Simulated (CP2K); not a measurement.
# Au (Fm-3m) in CP2K: band structure with PBEsol

Aim: the band structure of Au with PBEsol.

Everything below comes from runs of CP2K 2026.2. Logs are shortened: lines on timing, memory, paths and dates and some standing lists are left out, and cuts for length are marked.

## Step 1: Starting point

Symmetry: Fm-3m, No. 225, cubic system. The conventional cell has a = 4.070 Å, b = 4.070 Å, c = 4.070 Å, α = 90.00°, β = 90.00°, γ = 90.00°. Au (site symmetry m-3m) is surrounded by 12 Au at 2.88 Å.

## Step 2: Band structure, PBEsol

au_bands.inp

```
&GLOBAL
  PROJECT au_bands
  RUN_TYPE ENERGY_FORCE
  PRINT_LEVEL LOW
&END GLOBAL
&FORCE_EVAL
  METHOD QS
  STRESS_TENSOR ANALYTICAL
  &DFT
    BASIS_SET_FILE_NAME BASIS_MOLOPT_UZH
    POTENTIAL_FILE_NAME POTENTIAL_UZH
    &MGRID
      CUTOFF 500
      REL_CUTOFF 60
      NGRIDS 5
    &END MGRID
    &QS
      METHOD GPW
      EPS_DEFAULT 1.0E-10
    &END QS
    &KPOINTS
      SCHEME MONKHORST-PACK 11 11 11
      GAMMA_CENTERED T
      SYMMETRY T
      SYMMETRY_BACKEND SPGLIB
    &END KPOINTS
    &SCF
      SCF_GUESS ATOMIC
      EPS_SCF 1.0E-6
      MAX_SCF 100
      ADDED_MOS 11
      CHOLESKY OFF
      EPS_EIGVAL 1.0E-7
      &DIAGONALIZATION ON
        ALGORITHM STANDARD
      &END DIAGONALIZATION
      &MIXING ON
        METHOD BROYDEN_MIXING
        ALPHA 0.4
        BETA 1.5
        NBUFFER 8
      &END MIXING
      &SMEAR ON
        METHOD FERMI_DIRAC
        ELECTRONIC_TEMPERATURE 580.23
      &END SMEAR
    &END SCF
    &XC
      &XC_FUNCTIONAL
        &GGA_X_PBE_SOL
        &END GGA_X_PBE_SOL
        &GGA_C_PBE_SOL
        &END GGA_C_PBE_SOL
      &END XC_FUNCTIONAL
    &END XC
    &PRINT
      &KPOINTS ON
      &END KPOINTS
      &MULLIKEN ON
      &END MULLIKEN
      &MO ON
        ENERGIES T
        OCCUPATION_NUMBERS T
        &EACH
          QS_SCF 0
        &END EACH
        ADD_LAST NUMERIC
      &END MO
      &BAND_STRUCTURE
        FILE_NAME bands.bs
        ADDED_MOS 6
        &KPOINT_SET
          UNITS B_VECTOR
          NPOINTS 10
          SPECIAL_POINT GAMMA 0.00000000 0.00000000 0.00000000
          SPECIAL_POINT X 0.50000000 0.00000000 0.50000000
          SPECIAL_POINT W 0.50000000 0.25000000 0.75000000
          SPECIAL_POINT K 0.37500000 0.37500000 0.75000000
          SPECIAL_POINT GAMMA 0.00000000 0.00000000 0.00000000
          SPECIAL_POINT L 0.50000000 0.50000000 0.50000000
          SPECIAL_POINT U 0.62500000 0.25000000 0.62500000
          SPECIAL_POINT W 0.50000000 0.25000000 0.75000000
          SPECIAL_POINT L 0.50000000 0.50000000 0.50000000
          SPECIAL_POINT K 0.37500000 0.37500000 0.75000000
        &END KPOINT_SET
        &KPOINT_SET
          UNITS B_VECTOR
          NPOINTS 10
          SPECIAL_POINT U 0.62500000 0.25000000 0.62500000
          SPECIAL_POINT X 0.50000000 0.00000000 0.50000000
        &END KPOINT_SET
      &END BAND_STRUCTURE
    &END PRINT
  &END DFT
  &SUBSYS
    &CELL
      A 2.8779245994 0.0000000000 0.0000000000
      B 1.4389622997 2.4923558133 0.0000000000
      C 1.4389622997 0.8307852711 2.3498155956
      PERIODIC XYZ
    &END CELL
    &COORD
      SCALED
      Au  0.0000000000 0.0000000000 0.0000000000
    &END COORD
    &KIND Au
      BASIS_SET TZVP-MOLOPT-PBE-GTH-q11
      POTENTIAL GTH-PBE-q11
    &END KIND
    &PRINT
      &ATOMIC_COORDINATES ON
      &END ATOMIC_COORDINATES
      &CELL ON
      &END CELL
    &END PRINT
  &END SUBSYS
  &PRINT
    &FORCES ON
    &END FORCES
    &STRESS_TENSOR ON
    &END STRESS_TENSOR
  &END PRINT
&END FORCE_EVAL
```

Potentials or basis: POTENTIAL_UZH Au GTH-PBE-q11; TZVP-MOLOPT-PBE-GTH basis.

On the command line:

```sh
OMP_NUM_THREADS=1 cp2k.psmp -i au_bands.inp -o au_bands.out
```

au_bands.out:

```text

 CP2K| version string:                                       CP2K version 2026.2
 CP2K| Input file name                                              au_bands.inp

 GLOBAL| Force Environment number                                              1
 GLOBAL| Basis set file name                                    BASIS_MOLOPT_UZH
 GLOBAL| Potential file name                                       POTENTIAL_UZH
 GLOBAL| MM Potential file name                                     MM_POTENTIAL
 GLOBAL| Coordinate file name                                      __STD_INPUT__
 GLOBAL| Method name                                                        CP2K
 GLOBAL| Project name                                                   au_bands
 GLOBAL| Run type                                                   ENERGY_FORCE
 GLOBAL| FFT library                                                       FFTW3
[... 8 lines left out ...]
 GLOBAL| CPU model name                                                  UNKNOWN

 CELL| Volume [angstrom^3]:                                            16.854786
 CELL| Vector a [angstrom]:       2.878     0.000     0.000   |a| =     2.877925
 CELL| Vector b [angstrom]:       1.439     2.492     0.000   |b| =     2.877925
 CELL| Vector c [angstrom]:       1.439     0.831     2.350   |c| =     2.877925
 CELL| Angle (b,c), alpha [degree]:                                    60.000000
 CELL| Angle (a,c), beta  [degree]:                                    60.000000
 CELL| Angle (a,b), gamma [degree]:                                    60.000000
 CELL| Numerically orthorhombic:                                              NO
 CELL| Periodicity                                                           XYZ

 CELL_REF| Volume [angstrom^3]:                                        16.854786
 CELL_REF| Vector a [angstrom     2.878     0.000     0.000   |a| =     2.877925
 CELL_REF| Vector b [angstrom     1.439     2.492     0.000   |b| =     2.877925
 CELL_REF| Vector c [angstrom     1.439     0.831     2.350   |c| =     2.877925
 CELL_REF| Angle (b,c), alpha [degree]:                                60.000000
 CELL_REF| Angle (a,c), beta  [degree]:                                60.000000
 CELL_REF| Angle (a,b), gamma [degree]:                                60.000000
 CELL_REF| Numerically orthorhombic:                                          NO
 CELL_REF| Periodicity                                                       XYZ
[... 9 lines left out ...]
 TOTAL NUMBERS AND MAXIMUM NUMBERS

  Total number of            - Atomic kinds:                                   1
                             - Atoms:                                          1
                             - Shell sets:                                     1
                             - Shells:                                        10
                             - Primitive Cartesian functions:                  6
                             - Cartesian basis functions:                     40
                             - Spherical basis functions:                     34

  Maximum angular momentum of- Orbital basis functions:                        3
                             - Local part of the GTH pseudopotential:          0
                             - Non-local part of the GTH pseudopotential:      4

 MODULE QUICKSTEP: ATOMIC COORDINATES IN ANGSTROM

   Atom Kind Element         X             Y             Z       Z(eff)     Mass
      1    1 Au   79      0.000000      0.000000      0.000000  11.0000 196.9666

 SCF PARAMETERS         Density guess:                                    ATOMIC
                        --------------------------------------------------------
                        max_scf:                                             100
[... 7 lines left out ...]
                        --------------------------------------------------------
                        level_shift [a.u.]:                             0.000000
                        added MOs                                        11    0
                        --------------------------------------------------------
                        Mixing method:                            BROYDEN_MIXING
[... 11 lines left out ...]
 *******************************************************************************
 BRILLOUIN| K-point scheme                                        Monkhorst-Pack
 BRILLOUIN| K-Point grid                                            11   11   11
 BRILLOUIN| Gamma-centered k-point mesh                                     ON
 BRILLOUIN| K-point symmetry accuracy                               0.100000E-05
 BRILLOUIN| K-Point point group symmetrization                                ON
 BRILLOUIN| Symmetry backend                                             SPGLIB
 BRILLOUIN| Symmetry reduction method                                    SPGLIB
 BRILLOUIN| Wavefunction type                                            COMPLEX
 BRILLOUIN| List of Kpoints [2 Pi/Bohr]                                       56
 BRILLOUIN| Number           Weight            X              Y              Z
 BRILLOUIN|     1           0.00601       -0.45455       -0.45455       -0.45455
 BRILLOUIN|     2           0.01803       -0.45455       -0.45455       -0.36364
 BRILLOUIN|     3           0.01803       -0.45455       -0.45455       -0.27273
 BRILLOUIN|     4           0.01803       -0.45455       -0.45455       -0.18182
 BRILLOUIN|     5           0.01803       -0.45455       -0.45455       -0.09091
 BRILLOUIN|     6           0.00451       -0.45455       -0.45455        0.00000
[... 32 lines left out ...]
 BRILLOUIN|    39           0.01803       -0.36364       -0.27273       -0.27273
 BRILLOUIN|    40           0.03606       -0.36364       -0.27273       -0.18182
 [... further k-points ...]
 *******************************************************************************

 Extrapolation method: initial_guess

 Number of electrons:                                                         11
 Number of occupied orbitals:                                                  6
 Number of molecular orbitals:                                                17

 Number of orbital functions:                                                 34
 Number of independent orbital functions:                                     34

 SCF WAVEFUNCTION OPTIMIZATION

  Step     Update method      Time    Convergence         Total energy    Change
  ------------------------------------------------------------------------------
     1 NoMix/Diag. 0.40E+00   10.7     0.23752707       -33.1182808217 -3.31E+01
     2 Broy./Diag. 0.40E+00    7.6     0.11650663       -34.0656562064 -9.47E-01
     3 Broy./Diag. 0.40E+00    7.7     0.13121182       -33.4692073263  5.96E-01
     4 Broy./Diag. 0.40E+00    7.7     0.00898122       -33.0903240809  3.79E-01
     5 Broy./Diag. 0.40E+00    7.7     0.00437418       -33.0832918064  7.03E-03
     6 Broy./Diag. 0.40E+00    7.7     0.00117776       -33.0902490818 -6.96E-03
     7 Broy./Diag. 0.40E+00    7.8     0.00044085       -33.0903653780 -1.16E-04
     8 Broy./Diag. 0.40E+00    7.8     0.00033354       -33.0896300426  7.35E-04
     9 Broy./Diag. 0.40E+00    7.7     0.00003062       -33.0896394991 -9.46E-06
    10 Broy./Diag. 0.40E+00    7.8     0.00002744       -33.0896501562 -1.07E-05
    11 Broy./Diag. 0.40E+00    7.6     0.00000017       -33.0896442361  5.92E-06

  *** SCF run converged in    11 steps ***

  Electronic density on regular grids:        -10.9999999997        0.0000000003
  Core density on regular grids:               10.9999999983       -0.0000000017
  Total charge density on r-space grids:       -0.0000000014
  Total charge density g-space grids:          -0.0000000014

  Overlap energy of the core charge distribution:               0.00000000998366
  Self energy of the core charge distribution:                -57.78919572466929
  Core Hamiltonian energy:                                     18.33172378734597
  Hartree energy:                                              11.56795654716966
  Exchange-correlation energy:                                 -5.20006443718478
  Electronic entropic energy:                                  -0.00006441863806
  Fermi energy:                                                 0.39142352946603

  Total energy:                                               -33.08964423610522
  Total energy (extrapolated to T->0):                        -33.08961202678618

 MO| EIGENVALUES AND OCCUPATION NUMBERS FOR K POINT 1
 MO|
 MO|  Index      Eigenvalue [a.u.]        Eigenvalue [eV]             Occupation
 MO|      1               0.114541               3.116832               2.000000
 MO|      2               0.213795               5.817662               2.000000
 MO|      3               0.213795               5.817662               2.000000
 MO|      4               0.317239               8.632524               2.000000
 MO|      5               0.317239               8.632526               2.000000
 MO|      6               0.331675               9.025324               2.000000
[... 9 lines left out ...]
 MO|     16               1.820638              49.542092               0.000000
 MO|     17               2.135300              58.104475               0.000000
 MO| Sum:                                                              12.000000
[... 283 lines left out ...]
 MO|      3               0.211989               5.768512               2.000000
 MO|      4               0.266577               7.253924               2.000000
 MO|      5               0.301743               8.210858               2.000000
 MO|      6               0.362263               9.857674               2.000000
[... 9 lines left out ...]
 MO|     16               1.824931              49.658892               0.000000
 MO|     17               1.940013              52.790450               0.000000
 MO| Sum:                                                              12.000000
 MO| E(Fermi):            0.391424 a.u.         10.651176 eV

 [... the levels of further k-points ...]

 !-----------------------------------------------------------------------------!
                     Mulliken Population Analysis

 #  Atom  Element  Kind  Atomic population                           Net charge
       1     Au       1         11.000000                             -0.000000
 # Total charge                             11.000000                 -0.000000

 !-----------------------------------------------------------------------------!

 KPOINTS| Band Structure Calculation
 KPOINTS| Number of k-point sets                                               2
 KPOINTS| Number of added MOs/bands                                            6
 KPOINTS| Number of k-points in set    1                                      91
 KPOINTS| In units of b-vector [2pi/Bohr]
 KPOINTS| Special point     1       GAMMA     0.000000     0.000000     0.000000
 KPOINTS| Special point     2           X     0.500000     0.000000     0.500000
 KPOINTS| Special point     3           W     0.500000     0.250000     0.750000
 KPOINTS| Special point     4           K     0.375000     0.375000     0.750000
 KPOINTS| Special point     5       GAMMA     0.000000     0.000000     0.000000
 KPOINTS| Special point     6           L     0.500000     0.500000     0.500000
 KPOINTS| Special point     7           U     0.625000     0.250000     0.625000
 KPOINTS| Special point     8           W     0.500000     0.250000     0.750000
 KPOINTS| Special point     9           L     0.500000     0.500000     0.500000
 KPOINTS| Special point    10           K     0.375000     0.375000     0.750000
 KPOINTS| Number of k-points in set    2                                      11
 KPOINTS| In units of b-vector [2pi/Bohr]
 KPOINTS| Special point     1           U     0.625000     0.250000     0.625000
 KPOINTS| Special point     2           X     0.500000     0.000000     0.500000

 ENERGY| Total FORCE_EVAL ( QS ) energy [hartree]            -33.089645151843257

 FORCES| Atomic forces [hartree/bohr]
 FORCES|   Atom     x               y               z               |f|
 FORCES|      1 -8.96216369E-16 -1.51752623E-15 -6.83263136E-15   7.05626962E-15
 FORCES| Sum    -8.96216369E-16 -1.51752623E-15 -6.83263136E-15
 FORCES| Total atomic force                                       7.05626962E-15

 STRESS| Analytical stress tensor [bar]
 STRESS|                        x                   y                   z
 STRESS|      x        8.76686599610E+04  -2.22555659860E-02  -3.99033860446E-02
 STRESS|      y       -2.22555659860E-02   8.76687265699E+04  -1.39489601971E-01
 STRESS|      z       -3.99033860446E-02  -1.39489601971E-01   8.76686995199E+04
 STRESS| 1/3 Trace                                             8.76686953503E+04
 STRESS| Determinant                                           6.73804071382E+14

 STRESS| Eigenvectors and eigenvalues of the analytical stress tensor [bar]
 STRESS|                        1                   2                   3
 STRESS| Eigenvalues   8.76685541235E+04   8.76686781660E+04   8.76688537613E+04
 STRESS|      x           0.388704319241     -0.919702297919     -0.055286846600
 STRESS|      y           0.609248856087      0.301580881478     -0.733392666505
 STRESS|      z           0.691176376593      0.251389449122      0.677553364178
```

It took 1.8 min on 1 thread of Arm Neoverse V2, shared host; peak memory 0.32 GiB.

What came out:

```
Free energy            : -900.4150 eV
Pressure               : 8.8 GPa
Band gap on the k mesh : none (metal or under the smearing width)
```

Levels at the corners of the path, in eV from the Fermi level:
| point | band 2 | band 3 | band 4 | band 5 | band 6 | band 7 | band 8 | band 9 |
| --- | --- | --- | --- | --- | --- | --- | --- | --- |
| Γ | -4.81 | -4.81 | -4.81 | -3.23 | -3.23 | 16.27 | 20.16 | 20.16 |
| X | -6.94 | -2.02 | -1.62 | -1.62 | 0.92 | 6.15 | 10.39 | 10.39 |
| W | -5.31 | -5.31 | -3.39 | -1.62 | 5.04 | 6.48 | 6.48 | 9.75 |
| K | -6.02 | -3.95 | -2.93 | -2.09 | 4.10 | 4.78 | 7.70 | 13.04 |
| Γ | -4.81 | -4.81 | -4.81 | -3.23 | -3.23 | 16.27 | 20.16 | 20.16 |
| L | -4.85 | -4.85 | -1.96 | -1.96 | -1.15 | 3.29 | 16.16 | 17.90 |
| U | -6.02 | -3.95 | -2.93 | -2.09 | 4.10 | 4.78 | 7.70 | 13.04 |
| W | -5.31 | -5.31 | -3.39 | -1.62 | 5.04 | 6.48 | 6.48 | 9.75 |
| L | -4.85 | -4.85 | -1.96 | -1.96 | -1.15 | 3.29 | 16.16 | 17.90 |
| K | -6.02 | -3.95 | -2.93 | -2.09 | 4.10 | 4.78 | 7.70 | 13.04 |
| U | -6.02 | -3.95 | -2.93 | -2.09 | 4.10 | 4.78 | 7.70 | 13.04 |
| X | -6.94 | -2.02 | -1.62 | -1.62 | 0.92 | 6.15 | 10.39 | 10.39 |

Caveat: the potentials were made for another functional, which shifts forces and pressure; spin-orbit coupling is left out, which moves the levels of the heavy elements; the basis of atomic orbitals isn't converged, which shifts pressures, moduli and gaps.
